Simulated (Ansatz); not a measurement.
# MgS: the cost of one run

Program: Ansatz 0.2.0. Level of theory: DFT PBE, scalar-relativistic, plane waves, PAW. These are calculated values, not measurements.

1 further run of the same task is left out (set aside as unsound or not needed).

### 1 The system as given

Symmetry: Fm-3m, No. 225, cubic system. Conventional cell: a = 5.230 Å, b = 5.230 Å, c = 5.230 Å, α = 90.00°, β = 90.00°, γ = 90.00°. Mg (site symmetry m-3m) has 6 S at 2.61 Å as nearest neighbours. S (site symmetry m-3m) is surrounded by 6 Mg at 2.61 Å.

Structure file:

```
Mg S
1.0
     3.69795    0.00000    0.00000
    -1.84897    3.20252    0.00000
     0.00000    0.00000    9.05812
Mg S
3 3
Cartesian
  0.0000 0.0000 0.0000
  0.0000 2.1350 3.0194
  1.8490 1.0675 6.0387
  1.8490 1.0675 1.5097
  0.0000 0.0000 4.5291
  0.0000 2.1350 7.5484
```

The cell was made up by rule, so the compound may not exist in this form.

It is the result of an earlier relaxation at this level (volume 17.88 Å³/atom; gap on the mesh: 2.86 eV).

### 2 The stacking ABABC

Close-packed layers are stacked in the order given (letters for the first element, the second between them) and fully relaxed; h and k in a name mark layers with hexagonal and cubic surroundings. Energies count from the base stacking, -1414.3745 eV an atom.

The cell holds 5 Mg, 5 S: a = 3.698 Å, b = 3.698 Å, c = 15.097 Å, α = 90.00°, β = 90.00°, γ = 120.00°.

### 3 Relaxation

The input, input.yaml:

```yaml
crystal:
  lattice:
    - [3.6979480323, 0.0, 0.0]
    - [-1.8489740162, 3.2025169379, 0.0]
    - [0.0, 0.0, 15.0968651928]
  atoms:
    - { symbol: Mg, position: [0.0, 0.0, 0.0] }
    - { symbol: S, position: [0.6666666667, 0.3333333333, 0.1] }
    - { symbol: Mg, position: [0.3333333333, 0.6666666667, 0.2] }
    - { symbol: S, position: [0.6666666667, 0.3333333333, 0.3] }
    - { symbol: Mg, position: [0.0, 0.0, 0.4] }
    - { symbol: S, position: [0.6666666667, 0.3333333333, 0.5] }
    - { symbol: Mg, position: [0.3333333333, 0.6666666667, 0.6] }
    - { symbol: S, position: [0.0, 0.0, 0.7] }
    - { symbol: Mg, position: [0.6666666667, 0.3333333333, 0.8] }
    - { symbol: S, position: [0.3333333333, 0.6666666667, 0.9] }
basis:
  ecutwfc: 420
kpoints:
  mp_grid: { grid: [9, 9, 3] }
hamiltonian:
  xc: pbe
scf:
  occupations: { method: gaussian, width: 0.02 }
output:
  forces: true
  stress: true
  eigenvalues: true
  populations: true
relax:
  adjacent_minimum: "off"
  f_tol: 0.01
  max_steps: 45
  cell: { stress_tol: 0.05 }
```

The run is started by

```
ansatz run input.yaml --threads 1 --pin off --max-ram 2560MiB --backend cpu --events-out ev --progress --plain --runs-dir out
```

Q: Estimate wall time and peak memory on 1 thread of Arm Neoverse V1, shared host.

About 82 s, with a peak of 0.51 GiB.
